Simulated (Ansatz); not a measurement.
BaTiO$_{3}$: random displacements

Level of theory: DFT PBE, scalar-relativistic, plane waves, PAW (Ansatz). The runs took a 420 eV cutoff, a Γ-centred 8×8×8 mesh and Gaussian smearing (0.05 eV). Spin–orbit coupling is left out, which matters for the heavy elements here. No spin polarisation. Energies are free energies at this smearing, counted from the undisturbed cell; pressure is positive in compression.

The undisturbed cell (relaxed at this level; it needn't be the usual structure):

```xyz
5
Lattice="4.0192 0.0000 0.0000 0.0000 4.0192 0.0000 0.0000 0.0000 4.0193" Properties=species:S:1:pos:R:3 pbc="T T T"
Ba    0.0000    0.0000    0.0000
Ti    2.0096    2.0096    2.0096
O     2.0096    2.0096    0.0000
O     2.0096    0.0000    2.0096
O     0.0000    2.0096    2.0096
```

After a displacement of all atoms with no net shift and a strain of the cell, the run gives ΔE = 39.2 meV/atom; stress (xx, yy, zz, yz, xz, xy; compression positive) (-0.19, 2.81, 1.03, 3.08, -0.51, 0.53) GPa; gap on the mesh 1.87 eV.

| atom | Fx (eV/Å) | Fy | Fz |
| --- | --- | --- | --- |
| Ba1 | -0.173 | 0.130 | -0.379 |
| Ti2 | 0.355 | -0.152 | 0.321 |
| O3 | -1.029 | -0.331 | 0.833 |
| O4 | -0.255 | 0.259 | 0.095 |
| O5 | 1.103 | 0.094 | -0.871 |

(1) Which displacements (Å, in the unstrained cell) and strain were applied?

Answers

(1)
| atom | ux | uy | uz |
| --- | --- | --- | --- |
| Ba1 | 0.00 | -0.04 | 0.03 |
| Ti2 | -0.06 | -0.06 | -0.08 |
| O3 | 0.13 | 0.07 | -0.02 |
| O4 | -0.02 | 0.04 | -0.06 |
| O5 | -0.05 | -0.01 | 0.13 |
Strain (Voigt, engineering shear): (0.0042, -0.0038, -0.0034, -0.0217, 0.0073, -0.0016).

Symmetry holds off the tilts and polar distortions that many cubic perovskites undergo.

Cost: 1 run of about 0.68 core-minutes, on Intel Xeon Platinum 8259CL (Skylake/Cascade Lake) (shared hosts).